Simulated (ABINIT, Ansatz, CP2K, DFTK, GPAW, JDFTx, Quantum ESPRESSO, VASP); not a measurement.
**Y: programs and potentials compared**

```
Y
1.0
     3.64740    0.00000    0.00000
    -1.82370    3.15874    0.00000
     0.00000    0.00000    5.73060
Y
2
Cartesian
  1.8237 1.0529 4.2980
  0.0000 2.1058 1.4326
```

Alike in all runs: task single point; functional PBE; k mesh 8 × 8 × 5; occupations fermi-dirac, width 0.05 eV; no spin polarisation; no spin-orbit coupling. Pressure is positive in compression and, in plane waves, holds the error of the finite cutoff, which Ansatz's Pulay term estimates and takes out.

| program and potentials | plane-wave cutoff (eV) | notes | pressure (GPa) |
| --- | --- | --- | --- |
| CP2K, POTENTIAL_UZH Y GTH-PBE-q11; TZVP-MOLOPT-PBE-GTH basis | - | atomic basis | -0.09 |
| Ansatz, all-electron LAPW, scalar-relativistic | - | - | -0.12 |
| GPAW, GPAW PAW data sets (gpaw-data 1.2.1) | 600 | - | -0.17 |
| ABINIT, JTH PAW PBE v2.0 | 435 | - | -0.19 |
| DFTK, PseudoDojo SR PBE 0.4.1 standard (PBE) | 980 | - | -0.13 |
| Ansatz, Ansatz PAW (earlier soft set) | 420 | - | -0.12 |
| JDFTx, PseudoDojo-SR-PBE-0.5-standard with smoothed tails | 980 | - | -0.13 |
| VASP, PBE PAW files Y_sv, 520 eV | 520 | - | -0.23 |
| Quantum ESPRESSO, SSSP 1.3 efficiency PBE | 748 | - | -0.14 |

The pressure spans -0.23 (VASP, PBE PAW files Y_sv, 520 eV) to -0.09 GPa (CP2K, POTENTIAL_UZH Y GTH-PBE-q11; TZVP-MOLOPT-PBE-GTH basis), with all-electron results at -0.12. Rows in atomic bases carry the error of their basis and grid, which can be large.

The functional is the same throughout but for its coding, so the spread measures potentials, basis and numerics; runs on potential files found faulty are left out.
